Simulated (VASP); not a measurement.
Set up this calculation in VASP 6.6.1, as the native input.

```yaml
Task: single point
Functional: PBEsol
Potentials_or_basis: VASP PAW PBE potentials, release 64 (W_sv, S)
Cutoff: 520 eV
k_mesh: 7 × 7 × 7
Occupations: gaussian, width 0.05 eV
Spin: collinear spin, zero start
Starting_moments: "[-0.0, 0.0, -0.0] μB"
Dipole_correction: no
Further_INCAR_settings: ALGO = Normal; EDIFF = 1e-07; NBANDS = 24
```

The structure of WS2 lies in POSCAR:

```
WS2
1.0
    1.5790001700      0.9116361700      6.1633291500
   -1.5790001700      0.9116361700      6.1633291500
    0.0000000000     -1.8232723400      6.1633291500
W S
1 2
Direct
    0.0000000000      0.0000000000      0.0000000000
    0.7503000000      0.7503000000      0.7503000000
    0.5810000000      0.5810000000      0.5810000000
```

Measurements of this composition are mostly on another form, of space group No. 194.

The input as run:

INCAR

```
ALGO = Normal
EDIFF = 1E-7
ENCUT = 520
GGA = PS
ISIF = 2
ISMEAR = 0
ISPIN = 2
LASPH = True
LCHARG = False
LMAXMIX = 4
LORBIT = 11
LREAL = False
LWAVE = False
MAGMOM = 0 0 0
NBANDS = 24
NELM = 150
PREC = Accurate
SIGMA = 0.05
```

KPOINTS

```
k-points
0
Gamma
  7 7 7
```

Potentials or basis: VASP PAW PBE potentials, release 64 (W_sv, S).

Run with:

```bash
$ cat potpaw_PBE.64/W_sv/POTCAR potpaw_PBE.64/S/POTCAR > POTCAR
$ mpirun -np 1 vasp_std > vasp.out
```

Results of the run:

```
Pressure                                              : -0.5 GPa
Largest force                                         : 0.602 eV/Å
Band gap on the k mesh                                : 1.11 eV, indirect (least direct gap 2.32 eV)
Net moment                                            : 0.00 μB per cell
Valence electrons inside the program's atomic spheres : W 12.07; S 3.71, 3.69
```

Caveat: the PAW data sets were made with another functional, which shifts forces and pressure a little; spin-orbit coupling is left out, which moves the levels of the heavy elements; an odd mesh through Γ misses points on the zone boundary, where band edges often lie.

Run time: 3.2 min on 1 thread of Intel(R) Xeon(R) 6975P-C (Granite Rapids), with other jobs on the host, peak memory 0.43 GiB.
